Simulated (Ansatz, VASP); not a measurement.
Two plane-wave programs on SiO2

File INCAR:

```
  PREC = Accurate
  ENCUT = 520
  EDIFF = 1E-6
  ISMEAR = 0
  SIGMA = 0.05
  LREAL = False
  LASPH = True
  NELM = 80
  ALGO = Normal
  ISIF = 2
  LWAVE = False
  LCHARG = False
  NBANDS = 25
```

KPOINTS

```
regular mesh
0
Gamma
  6 6 10
```

The input POSCAR:

```
SiO2
1.0
    4.2936996445      0.0000000000      0.0000000000
    0.0000000000      4.2936996445      0.0000000000
    0.0000000000      0.0000000000      2.6517889004
Si O
2 4
Direct
    0.5000000000      0.5000000000      0.5000000000
    0.0000000000      0.0000000000      0.0000000000
    0.6944252994      0.6944252994      0.0000000000
    0.1944252994      0.8055747006      0.5000000000
    0.3055747006      0.3055747006      0.0000000000
    0.8055747006      0.1944252994      0.5000000000
```

Input for Ansatz:

```yaml
crystal:
  lattice:
    - [4.2936996445, 0.0, 0.0]
    - [0.0, 4.2936996445, 0.0]
    - [0.0, 0.0, 2.6517889004]
  atoms:
    - { symbol: Si, position: [0.5, 0.5, 0.5] }
    - { symbol: Si, position: [0.0, 0.0, 0.0] }
    - { symbol: O, position: [0.6944252994, 0.6944252994, 0.0] }
    - { symbol: O, position: [0.1944252994, 0.8055747006, 0.5] }
    - { symbol: O, position: [0.3055747006, 0.3055747006, 0.0] }
    - { symbol: O, position: [0.8055747006, 0.1944252994, 0.5] }
basis:
  ecutwfc: 520.0
kpoints:
  mp_grid: { grid: [6, 6, 10] }
hamiltonian:
  xc: lda
  pseudopotentials: { kind: paw, azcp: { folder: soft_1 } }
scf:
  occupations: { method: gaussian, width: 0.05 }
output:
  forces: true
  stress: true
  eigenvalues: true
```

Alike in both runs: task single point; functional LDA; k mesh 6 × 6 × 10; occupations gaussian, width 0.05 eV; no spin polarisation.

|  | VASP | Ansatz |
| --- | --- | --- |
| version | VASP 6.6.1 | Ansatz 0.2.0 |
| potentials or method | VASP PAW LDA potentials, release 64 (Si, O) | scalar-relativistic, plane waves, PAW |
| plane-wave cutoff (eV) | 520 | 520 |
| valence electrons in the cell | 32 | 32 |

```csv
,VASP,Ansatz,Ansatz less VASP
gap on the k mesh at the Fermi level (eV),4.83,4.83,+0.004
least direct gap on the mesh (eV),4.83,4.83,+0.004
pressure (GPa),-15.8,-16.7,-0.91
largest component of the traceless stress (GPa),8.75,8.04,-0.705
rms of the force components (eV/Å),0.294,0.315,+0.0212
```

Atom by atom the forces differ by 0.021 eV/Å (rms over components). Ansatz warned: «pseudo_functional_mismatch».

Caveats: so large a pressure means that the cell lies far from this level's equilibrium, or that cutoff or potentials fall short (VASP). A k mesh can miss the band edges.
